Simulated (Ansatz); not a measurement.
Ga, DFT, PBE, all-electron LAPW, scalar-relativistic (Ansatz 0.2.0), run on 1 thread of Intel(R) Xeon(R) 6975P-C (Granite Rapids) on a shared host.

The cell is COD entry 9008562, as deposited and not checked against the literature; nothing was relaxed. The listed cell was then made from it by scaling, straining or moving an atom.

Command: `ansatz run input.yaml --threads 1 --pin off --max-ram 6144MiB --backend cpu --events-out ev --progress --plain --runs-dir out`

```yaml
crystal:
  lattice:
    - [2.293574, -3.8449535, 0.0156705]
    - [2.217126, 3.7998465, -0.0607775]
    - [-0.045167, -0.045167, 4.5167]
  atoms:
    - { symbol: Ga, position: [0.1525, 0.8475, 0.0785] }
    - { symbol: Ga, position: [0.6525, 0.3475, 0.4215] }
    - { symbol: Ga, position: [0.8475, 0.1525, 0.9215] }
    - { symbol: Ga, position: [0.3475, 0.6525, 0.5785] }
kpoints:
  mp_grid: { grid: [9, 9, 8] }
  band_path:
    path:
      - [0.0, 0.0, 0.0]
      - [0.0, 0.0, 0.5]
      - [0.5, 0.0, 0.0]
      - [0.0, 0.0, 0.0]
      - [0.0, 0.5, 0.0]
      - [-0.5, 0.5, -0.5]
      - [0.0, 0.0, 0.0]
      - [-0.5, 0.5, 0.0]
      - [0.0, 0.5, -0.5]
    npoints: 5
scf:
  occupations: { method: fermi_dirac, width: 0.05 }
hamiltonian:
  xc: pbe
  pseudopotentials: { kind: all_electron, lapw: { basis_error: 0.001 } }
output:
  forces: true
  stress: true
  eigenvalues: true
```

Problem. How large is the problem that the program sets up?

Solution. 325 irreducible k-points, 1079 plane waves at Γ, 51 bands.

Problem. About how long does it take, and how much memory does it use?

Solution. 2.9 min of wall time for 8 SCF iterations, with a peak of 2.1 GiB. Times on shared machines scatter by tens of per cent.
